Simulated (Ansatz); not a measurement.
Slab: C, a slab with vacuum.

```
CELL_PARAMETERS angstrom
2.45623 0.00000 0.00000
-1.22811 2.12716 0.00000
0.00000 0.00000 24.13396
ATOMIC_POSITIONS crystal
C 0.65643 0.32544 0.57124
C 0.29481 0.64936 0.42888
C 0.00123 0.99214 0.42970
C 0.99523 0.01618 0.57109
```

The cell isn't the ideal one: atoms moved at random, drawn with an rms of 0.05 Å.

Below is the output of Ansatz 0.2.0 for this cell. Logs are shortened: lines on timing, memory, paths and dates and some standing lists are left out, and cuts for length are marked.

```text
Warning: RAYON_NUM_THREADS=2 ignored (pool sized by the plan → 2); use --threads N
Engine: ansatz 0.2.0, x86_64-unknown-linux-gnu
Pseudopotentials: kind: paw
Pseudopotential: C, paw, valence charge 4, recommended cutoff 420 eV (normal), C.paw.azcp
Functional definition: PBE
  parameter kappa = 0.804
  parameter beta = 0.06672455060314922
  exchange = pbe_x(kappa = kappa, mu = beta*pi^2/3)
  correlation = pbe_c(beta = beta)
Crystal: 4 atoms, lattice volume = 126.095 Å³
Basis set: ecut = 420 eV, 2379 PW (Γ), exchange–correlation on 36×36×324 points (8 copies of the dense FFT grid, shifted against one another)
Bands: 12, of which v1, the nominal top of the filled ones, is band 8 counted from 1 (7 counted from 0)
Symmetry: 1 space group operations
Space group: P1 (ITA 1), of the structure as read, at distance tolerance 5.0e-5 Å
k-points: 148 of 288 (time reversal used)
Non-local potential: C, projectors of the file, l = 0: 2, l = 1: 2, l = 2: 1
PAW form: soft (Blöchl's): semilocal exchange-correlation on the pseudo side does not see the compensation charge
PAW one-centre angular grid: C, 110 points (default); XC on 64 Gauss nodes
Initial density: superposition of atomic densities (neutral atoms: chi_scale 0, normalization atom), corrected by the library's trained network
Initial wavefunctions: pseudopotential atomic-orbital guess
Functional: x = pbe(κ = 0.804, μ = 0.2195149727645171), c = pbe(β = 0.06672455060314922)
SCF iter   1: F=—  HF=-1003.458775 eV  |F-HF|=—  |Δ(HF+E_count)|=         —  Δρ=1.71e-3  dr2=4.64e-3  ethr=1.77e-3  ⟨swp⟩=6.6  Hψ=12344  notcnv=0
[... 10 lines left out ...]
SCF converged after 7 iterations
Free energy (F): -1003.460056 eV
Harris-Foulkes:  -1003.460056 eV  (|F-HF|=2.51e-8)
Internal energy: -1003.460013 eV  (E = F + TS)
E sigma→0 (E₀):  -1003.460034 eV
Entropy (-TS):   -0.000043 eV (-0.011 meV/atom)
Fermi energy:    -1.094106 eV
--- Per-component energies (eV) ---
  E_band       = -164.377375
  E_kinetic    = 365.351257
  E_local      = -10564.021805  (includes V_loc(G=0)·N_el)
  E_nonlocal   = 109.823460
  E_hartree    = 5095.065565
  E_xc         = -192.392089
  E_vxc        = -238.208541  (∫ρ·V_xc dr)
  E_paw        = -397.573901  (= ΣΔE_a)
  E_vpaw       = -27.453132  (= ΣTr[D̂ρ^β])
  E_aug_tail   = 0.000033  (compensation charges beyond the density's cutoff)
  E_ewald      = 4580.287467
  E_smearing   = -0.000043  (= −TS)
  E_closure    = 0.000000  (closes the sum)
  Σ components = -1003.460056   (vs F -1003.460056, Δ=0.00e0)
--- Forces (eV/Å), atoms counted from 1 ---
  atom   1  C     -0.97235147     2.60143290    -0.00821410
  atom   2  C      4.49615341     0.64053564     0.26361412
  atom   3  C     -4.49754494    -0.63903371    -0.35552028
  atom   4  C      0.97374564    -2.60293324     0.10011498
  max |Σ_I F_I| component: 5.29e-6 eV/Å
--- Stress (GPa, compression-positive) ---
        2.860911      -1.569997      -0.111341
       -1.569996       1.926135      -0.010630
       -0.111341      -0.010630       0.391324
  P = ⅓ Tr σ = 1.7261 GPa (17.261 kbar)
--- Band table (eV; the first three rows and the last of 148) ---
  k-point 0: bands = ["-20.7613", "-20.6338", "-9.2182", "-8.3460", "-5.4074", "-4.9183", "-3.2778", "-2.6965", "2.2902", "2.6553", "3.2581", "3.9304"]
  k-point 1: bands = ["-20.7613", "-20.6338", "-9.2182", "-8.3459", "-5.4076", "-4.9184", "-3.2779", "-2.6967", "2.2929", "2.6417", "3.3348", "3.7255"]
  k-point 2: bands = ["-20.5957", "-20.4696", "-9.0190", "-8.1527", "-5.8731", "-5.2109", "-4.0260", "-3.2341", "2.5115", "2.8803", "3.4874", "4.1583"]
  k-point 147: bands = ["-15.2741", "-15.1765", "-14.9316", "-14.7286", "-7.2586", "-7.0497", "-3.3143", "-2.9237", "-0.1579", "0.2412", "6.3491", "6.5195"]
```

**Question.** Write the input and the command behind it.

**Answer.** Single point with PBE, no spin polarisation. The files as run (others can give the same):

input.yaml
```yaml
crystal:
  lattice:
    - [2.456227506, 0.0, 0.0]
    - [-1.228113753, 2.1271554177, 0.0]
    - [0.0, 0.0, 24.1339601687]
  atoms:
    - { symbol: C, position: [0.656434, 0.32544, 0.571241] }
    - { symbol: C, position: [0.294807, 0.649361, 0.428878] }
    - { symbol: C, position: [0.00123, -0.007863, 0.429697] }
    - { symbol: C, position: [-0.004773, 0.016183, 0.571091] }
hamiltonian:
  xc: pbe
  pseudopotentials: { kind: paw }
kpoints:
  mp_grid: { grid: [12, 12, 2] }
scf:
  occupations: { method: fermi_dirac, width: 0.05 }
output:
  forces: true
  stress: true
  eigenvalues: true
  write_density: true
  write_potential: true
  elf: true
  volumetric_format: npy
```

Potentials or basis: Ansatz PAW.
Run with:
```console
$ ansatz run input.yaml --threads 2 --pin off --max-ram 5120MiB --backend cpu --events-out ev --progress --plain --runs-dir out
```
